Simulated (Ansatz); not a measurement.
# HfN (WC type): equation of state

Aim: the bulk modulus of HfN (WC type) from energies at several volumes around the relaxed one, with shape and atoms relaxed at each. The start comes from a prototype table, not from a measured structure.

Program: Ansatz 0.2.0. Level of theory: DFT r²SCAN, scalar-relativistic, plane waves, PAW. These are calculated values, not measurements.

1 further run of the same task is left out (it didn't finish). Runs told in other sessions of the task aren't counted.

**1. Starting point**

Symmetry: P-6m2, No. 187, hexagonal system. The conventional cell has a = 3.085 Å, b = 3.085 Å, c = 2.891 Å, α = 90.00°, β = 90.00°, γ = 120.00°. Around Hf (site symmetry -6m2) lie 6 N at 2.29 Å. N (site symmetry -6m2) has 6 Hf at 2.29 Å in its first shell of neighbours.

Structure file:

```xyz
2
Lattice="3.0854 0.0000 0.0000 -1.5427 2.6721 0.0000 0.0000 0.0000 2.8909" Properties=species:S:1:pos:R:3 pbc="T T T"
Hf    0.0000    0.0000    0.0000
N     1.5427    0.8907    1.4454
```

An earlier run at r²SCAN left this cell at 11.917 Å³/atom and 0.01 GPa (12×12×12 mesh).

Volume factors to run: 0.980, 1.020, 0.960, 1.040, 1.070.

**2. At 0.980 of the relaxed volume**

The input, input.yaml:

```yaml
crystal:
  lattice:
    - [3.0647252177, 0.0, 0.0]
    - [-1.5323626089, 2.6541298942, 0.0]
    - [0.0, 0.0, 2.8714625745]
  atoms:
    - { symbol: Hf, position: [0.0, 0.0, 0.0] }
    - { symbol: "N", position: [0.6666666667, 0.3333333333, 0.5] }
basis:
  ecutwfc: 500
  ecutrho_ratio: 4
kpoints:
  mp_grid: { grid: [12, 12, 12] }
hamiltonian:
  xc: r2scan
scf:
  occupations: { method: gaussian, width: 0.05 }
output:
  forces: true
  stress: true
  eigenvalues: true
relax:
  f_tol: 0.01
  max_steps: 40
  cell: { stress_tol: 0.1, fix: [volume] }
```

Launch:

```bash
> ansatz run input.yaml --threads 2 --pin off --max-ram 2662MiB --backend cpu --events-out ev --progress --plain --runs-dir out
```

Further steps of the session: Volume × 1.020; At 0.960 of the relaxed volume; Volume × 1.040; Volume × 1.070.

What does the calculation give? Wanted: V0; B0; B0′; scatter of the fit.

The runs gave:

| quantity | value |
| --- | --- |
| V0 | 11.917 Å³/atom |
| B0 | 249 GPa |
| B0′ | 4.0 |
| scatter of the fit | 0.000 meV/atom |

**Reading.** The fitted minimum lies at 11.92 Å³/atom, and the bulk modulus is 249 GPa, a stiff solid. One per cent of compression takes about 2.5 GPa. These are values at 0 K without zero-point motion. Spin–orbit coupling is left out, though the cell holds Hf; in elements this heavy it can shift levels and gaps by tenths of an eV. Spin polarisation wasn't allowed in this run.
